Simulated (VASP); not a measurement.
A run of VASP 6.6.1 is set up as follows.

Contents of INCAR:

```
SYSTEM = Pb
  PREC = Accurate
  ENCUT = 600
  EDIFF = 1E-6
  ISMEAR = 1
  SIGMA = 0.1
  LREAL = .FALSE.
  LASPH = .TRUE.
  NELM = 60
  ALGO = Normal
  ISIF = 3
  LWAVE = .FALSE.
  LCHARG = .FALSE.
  METAGGA = R2SCAN
  LMIXTAU = .TRUE.
  IBRION = 2
  NSW = 40
  EDIFFG = -0.02
```

File KPOINTS:

```
regular mesh
0
G
  9 9 9
  0 0 0
```

POSCAR

```
Pb
1.0
   -1.9796595667      1.9796595667      1.9796595667
    1.9796595667     -1.9796595667      1.9796595667
    1.9796595667      1.9796595667     -1.9796595667
Pb
1
Direct
    0.0000000000      0.0000000000      0.0000000000
```

Potentials or basis: VASP PAW PBE potentials, release 64 (Pb_d).

Command:

```console
$ cat potpaw_PBE.64/Pb_d/POTCAR > POTCAR
$ mpirun -np 1 vasp_std > vasp.out
```

Problem. Predict the band gap on the k mesh.

Solution. None (metal or under the smearing width).

Problem. What does it give for the relaxed cell?

Solution. a = 3.418 Å, b = 3.418 Å, c = 3.418 Å, α = 109.47°, β = 109.47°, γ = 109.47°.

The path:
| step | energy change (eV) | largest force (eV/Å) | pressure (GPa) | volume (Å³) |
| --- | --- | --- | --- | --- |
| 1 | 0.0000 | 0.0000 | -0.50 | 31.03 |
| 2 | -0.0003 | 0.0000 | 0.21 | 30.60 |
| 3 | -0.0004 | 0.0000 | -0.02 | 30.74 |

Caveat: the PAW data sets were made with another functional, which shifts forces and pressure a little. Spin-orbit coupling is left out, which matters for the levels of Pb.
